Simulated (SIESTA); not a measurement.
Band structure of NaBr (Fm-3m, 2 atoms in the cell).

```
CELL_PARAMETERS angstrom
      0.00000     2.96450     2.96450
      2.96450     0.00000     2.96450
      2.96450     2.96450     0.00000
ATOMIC_POSITIONS crystal
  Na 0.00000 0.00000 0.00000
  Br 0.50000 0.50000 0.50000
```

Level of theory: GGA PBE, numerical atomic orbitals DZP, PseudoDojo PBE standard norm-conserving potentials (rewritten from UPF to PSML) (SIESTA).

Settings: XC.functional = GGA; XC.authors = PBE; potentials = PseudoDojo PBE standard; PAO.BasisSize = DZP; PAO.EnergyShift = 0.01 Ry; MeshCutoff = 350 Ry; kgrid.MonkhorstPack = 5 5 5; OccupationFunction = FD; ElectronicTemperature = 0.01 eV; MaxSCFIterations = 150; SCF.Mixer.Method = Broyden; SCF.Mixer.Weight = 0.2; SCF.Mixer.History = 8; SCF.DM.Tolerance = 1.0E-04.

The starting cell comes from a database of computed structures (which also holds hypothetical and non-ambient phases and stackings), without a prior relaxation at this level. Its lattice was rescaled by a random factor within 2.5 % of one. Values carry the incompleteness of an atom-centred basis.

Problem. Predict the gap along the standard path and the places of the band edges.

Solution. The gap along the path is 4.32 eV, direct at Γ to within 0.01 eV.

Levels in eV from the top of the valence band on the path, bands 5 to 9:
```
point       5      6      7      8     9
-----  ------  -----  -----  -----  ----
Γ      -12.84   0.00   0.00   0.00  4.32
X      -12.46  -1.90  -0.70  -0.70  6.21
W      -12.46  -1.37  -1.37  -0.88  7.61
K      -12.47  -1.62  -1.30  -0.58  7.00
L      -12.53  -2.18  -0.26  -0.26  6.39
U      -12.47  -1.62  -1.30  -0.58  7.00
```

Higher empty bands are left out: an atom-centred basis made for the valence describes them poorly.
